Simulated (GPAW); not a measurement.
Write an ASE script for GPAW 26.7.0 that does the following.

```yaml
Task: single point
Functional: LDA
Potentials_or_basis: the program's PAW data sets (release 1.2.1) made for this functional
Cutoff: 650 eV
Basis: pw
k_mesh: 9 × 9 × 9
Occupations: fermi-dirac, width 0.05 eV
Spin: collinear spin, ferromagnetic start
Starting_moments: "[3.0, 0.0] μB"
Maxiter: 120
Convergence: default
```

The structure of CoO lies in CoO.cif:

```cif
data_CoO
_cell_length_a 4.26300000
_cell_length_b 4.26300000
_cell_length_c 4.26300000
_cell_angle_alpha 90.00000000
_cell_angle_beta 90.00000000
_cell_angle_gamma 90.00000000
_space_group_name_H-M_alt 'Fm-3m'
_space_group_name_Hall '-F 4 2 3'
_space_group_IT_number 225
loop_
_space_group_symop_operation_xyz
'x,y,z'
'-x,-y,-z'
'-y,x,z'
'y,-x,-z'
'-x,-y,z'
'x,y,-z'
'y,-x,z'
'-y,x,-z'
'x,-y,-z'
'-x,y,z'
'-y,-x,-z'
'y,x,z'
'-x,y,-z'
'x,-y,z'
'y,x,-z'
'-y,-x,z'
'z,x,y'
'-z,-x,-y'
'z,-y,x'
'-z,y,-x'
'z,-x,-y'
'-z,x,y'
'z,y,-x'
'-z,-y,x'
'-z,x,-y'
'z,-x,y'
'-z,-y,-x'
'z,y,x'
'-z,-x,y'
'z,x,-y'
'-z,y,x'
'z,-y,-x'
'y,z,x'
'-y,-z,-x'
'x,z,-y'
'-x,-z,y'
'-y,z,-x'
'y,-z,x'
'-x,z,y'
'x,-z,-y'
'-y,-z,x'
'y,z,-x'
'-x,-z,-y'
'x,z,y'
'y,-z,-x'
'-y,z,x'
'x,-z,y'
'-x,z,-y'
'x,y+1/2,z+1/2'
'-x,-y+1/2,-z+1/2'
'-y,x+1/2,z+1/2'
'y,-x+1/2,-z+1/2'
'-x,-y+1/2,z+1/2'
'x,y+1/2,-z+1/2'
'y,-x+1/2,z+1/2'
'-y,x+1/2,-z+1/2'
'x,-y+1/2,-z+1/2'
'-x,y+1/2,z+1/2'
'-y,-x+1/2,-z+1/2'
'y,x+1/2,z+1/2'
'-x,y+1/2,-z+1/2'
'x,-y+1/2,z+1/2'
'y,x+1/2,-z+1/2'
'-y,-x+1/2,z+1/2'
'z,x+1/2,y+1/2'
'-z,-x+1/2,-y+1/2'
'z,-y+1/2,x+1/2'
'-z,y+1/2,-x+1/2'
'z,-x+1/2,-y+1/2'
'-z,x+1/2,y+1/2'
'z,y+1/2,-x+1/2'
'-z,-y+1/2,x+1/2'
'-z,x+1/2,-y+1/2'
'z,-x+1/2,y+1/2'
'-z,-y+1/2,-x+1/2'
'z,y+1/2,x+1/2'
'-z,-x+1/2,y+1/2'
'z,x+1/2,-y+1/2'
'-z,y+1/2,x+1/2'
'z,-y+1/2,-x+1/2'
'y,z+1/2,x+1/2'
'-y,-z+1/2,-x+1/2'
'x,z+1/2,-y+1/2'
'-x,-z+1/2,y+1/2'
'-y,z+1/2,-x+1/2'
'y,-z+1/2,x+1/2'
'-x,z+1/2,y+1/2'
'x,-z+1/2,-y+1/2'
'-y,-z+1/2,x+1/2'
'y,z+1/2,-x+1/2'
'-x,-z+1/2,-y+1/2'
'x,z+1/2,y+1/2'
'y,-z+1/2,-x+1/2'
'-y,z+1/2,x+1/2'
'x,-z+1/2,y+1/2'
'-x,z+1/2,-y+1/2'
'x+1/2,y,z+1/2'
'-x+1/2,-y,-z+1/2'
'-y+1/2,x,z+1/2'
'y+1/2,-x,-z+1/2'
'-x+1/2,-y,z+1/2'
'x+1/2,y,-z+1/2'
'y+1/2,-x,z+1/2'
'-y+1/2,x,-z+1/2'
'x+1/2,-y,-z+1/2'
'-x+1/2,y,z+1/2'
'-y+1/2,-x,-z+1/2'
'y+1/2,x,z+1/2'
'-x+1/2,y,-z+1/2'
'x+1/2,-y,z+1/2'
'y+1/2,x,-z+1/2'
'-y+1/2,-x,z+1/2'
'z+1/2,x,y+1/2'
'-z+1/2,-x,-y+1/2'
'z+1/2,-y,x+1/2'
'-z+1/2,y,-x+1/2'
'z+1/2,-x,-y+1/2'
'-z+1/2,x,y+1/2'
'z+1/2,y,-x+1/2'
'-z+1/2,-y,x+1/2'
'-z+1/2,x,-y+1/2'
'z+1/2,-x,y+1/2'
'-z+1/2,-y,-x+1/2'
'z+1/2,y,x+1/2'
'-z+1/2,-x,y+1/2'
'z+1/2,x,-y+1/2'
'-z+1/2,y,x+1/2'
'z+1/2,-y,-x+1/2'
'y+1/2,z,x+1/2'
'-y+1/2,-z,-x+1/2'
'x+1/2,z,-y+1/2'
'-x+1/2,-z,y+1/2'
'-y+1/2,z,-x+1/2'
'y+1/2,-z,x+1/2'
'-x+1/2,z,y+1/2'
'x+1/2,-z,-y+1/2'
'-y+1/2,-z,x+1/2'
'y+1/2,z,-x+1/2'
'-x+1/2,-z,-y+1/2'
'x+1/2,z,y+1/2'
'y+1/2,-z,-x+1/2'
'-y+1/2,z,x+1/2'
'x+1/2,-z,y+1/2'
'-x+1/2,z,-y+1/2'
'x+1/2,y+1/2,z'
'-x+1/2,-y+1/2,-z'
'-y+1/2,x+1/2,z'
'y+1/2,-x+1/2,-z'
'-x+1/2,-y+1/2,z'
'x+1/2,y+1/2,-z'
'y+1/2,-x+1/2,z'
'-y+1/2,x+1/2,-z'
'x+1/2,-y+1/2,-z'
'-x+1/2,y+1/2,z'
'-y+1/2,-x+1/2,-z'
'y+1/2,x+1/2,z'
'-x+1/2,y+1/2,-z'
'x+1/2,-y+1/2,z'
'y+1/2,x+1/2,-z'
'-y+1/2,-x+1/2,z'
'z+1/2,x+1/2,y'
'-z+1/2,-x+1/2,-y'
'z+1/2,-y+1/2,x'
'-z+1/2,y+1/2,-x'
'z+1/2,-x+1/2,-y'
'-z+1/2,x+1/2,y'
'z+1/2,y+1/2,-x'
'-z+1/2,-y+1/2,x'
'-z+1/2,x+1/2,-y'
'z+1/2,-x+1/2,y'
'-z+1/2,-y+1/2,-x'
'z+1/2,y+1/2,x'
'-z+1/2,-x+1/2,y'
'z+1/2,x+1/2,-y'
'-z+1/2,y+1/2,x'
'z+1/2,-y+1/2,-x'
'y+1/2,z+1/2,x'
'-y+1/2,-z+1/2,-x'
'x+1/2,z+1/2,-y'
'-x+1/2,-z+1/2,y'
'-y+1/2,z+1/2,-x'
'y+1/2,-z+1/2,x'
'-x+1/2,z+1/2,y'
'x+1/2,-z+1/2,-y'
'-y+1/2,-z+1/2,x'
'y+1/2,z+1/2,-x'
'-x+1/2,-z+1/2,-y'
'x+1/2,z+1/2,y'
'y+1/2,-z+1/2,-x'
'-y+1/2,z+1/2,x'
'x+1/2,-z+1/2,y'
'-x+1/2,z+1/2,-y'
loop_
_atom_site_label
_atom_site_type_symbol
_atom_site_symmetry_multiplicity
_atom_site_Wyckoff_symbol
_atom_site_fract_x
_atom_site_fract_y
_atom_site_fract_z
_atom_site_occupancy
Co1 Co 4 a 0.0000000000 0.0000000000 0.0000000000 1
O1 O 4 b 0.5000000000 0.0000000000 0.0000000000 1
```

These files were run (other wordings do the same):

run.py

```python
import spglib
from ase import Atoms
from ase.dft.bandgap import bandgap
from ase.io import read, write
from ase.units import GPa
from gpaw import GPAW, PW

atoms = read('CoO.cif')
cell, positions, numbers = spglib.find_primitive(
    (atoms.cell[:], atoms.get_scaled_positions(), atoms.numbers), symprec=1e-4)
atoms = Atoms(numbers, cell=cell, scaled_positions=positions, pbc=True)
atoms.set_initial_magnetic_moments([3.0, 0.0])

calc = GPAW(mode=PW(650),
            xc='LDA',
            kpts={'size': (9, 9, 9), 'gamma': True},
            occupations={'name': 'fermi-dirac', 'width': 0.05},
            nbands=17,
            maxiter=120,
            txt='gpaw.txt')
atoms.calc = calc
energy = atoms.get_potential_energy()
forces = atoms.get_forces()
stress = atoms.get_stress()
calc.write('gs.gpw')
write('result.traj', atoms)
print(f'Energy: {energy:.6f} eV')
print('Forces (eV/A):')
print(forces.round(4))
print('Stress (GPa):', (stress / GPa).round(3))
print('Moments:', calc.get_magnetic_moments().round(3))
print('Fermi level:', round(calc.get_fermi_level(), 4), 'eV')
print(f'Gap: {bandgap(calc)[0]:.4f} eV, direct: {bandgap(calc, direct=True)[0]:.4f} eV')
```

Potentials or basis: the program's PAW data sets (release 1.2.1) made for this functional, pw.

Launch:

```console
$ OMP_NUM_THREADS=1 python run.py
```

Results of the run:

* Pressure: -21.0 GPa
* Band gap on the k mesh: none (metal or under the smearing width)
* Net moment: 2.84 μB per cell
* Site moments: Co +2.43; O +0.24 μB

Caveat: the cutoff is short for stress and forces, so pressures can be off by a GPa or more; so large a pressure means that the cell lies far from this level's equilibrium, or that cutoff or potentials fall short; a cell with one magnetic atom can't hold antiferromagnetic order, which such compounds often take; semilocal functionals often make such compounds metallic where correlation or magnetic order opens a gap, which also shifts bond lengths.

Wall time 25 s on 1 thread of Arm Neoverse V1, with other jobs on the host, peak memory 0.14 GiB.
